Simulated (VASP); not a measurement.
A run of VASP 6.6.1:

Contents of INCAR:

```
ALGO     = Normal         # electronic algorithm
EDIFF    = 1E-6           # SCF threshold, eV
EDIFFG   = -0.01          # ionic threshold
ENCUT    = 300            # plane-wave cutoff, eV
GGA      = PE             # functional
IBRION   = 2              # ionic algorithm
ISIF     = 3              # what is computed and relaxed
ISMEAR   = 0              # smearing method
LASPH    = T              # aspherical terms in the spheres
LCHARG   = F              # write CHGCAR
LREAL    = F              # projectors in reciprocal space
LWAVE    = F              # write WAVECAR
NELM     = 80             # most SCF steps
NSW      = 90             # ionic steps
PREC     = Accurate       # precision mode
SIGMA    = 0.03           # smearing width, eV
```

KPOINTS

```
k-points
0
Gamma
  5 5 5
```

POSCAR

```
InAs
1.0
    0.0000000000      3.0180000000      3.0180000000
    3.0180000000      0.0000000000      3.0180000000
    3.0180000000      3.0180000000      0.0000000000
In As
1 1
Direct
    0.0000000000      0.0000000000      0.0000000000
    0.2500000000      0.2500000000      0.2500000000
```

Potentials or basis: VASP PAW PBE potentials, release 64 (In, As).

The run is started by

```sh
$ cat potpaw_PBE.64/In/POTCAR potpaw_PBE.64/As/POTCAR > POTCAR
$ mpirun -np 1 vasp_std > vasp.out
```

Hardware: 1 thread of Intel(R) Xeon(R) Platinum 8259CL CPU @ 2.50GHz (Skylake/Cascade Lake) (shared host).

**Question.** How long does it take, and how much memory?

**Answer.** Wall time 14 s on 1 thread of Intel(R) Xeon(R) Platinum 8259CL CPU @ 2.50GHz (Skylake/Cascade Lake) (shared host), peak memory 0.14 GiB. Counts: scf iterations 28, k points 10, ion steps 3.
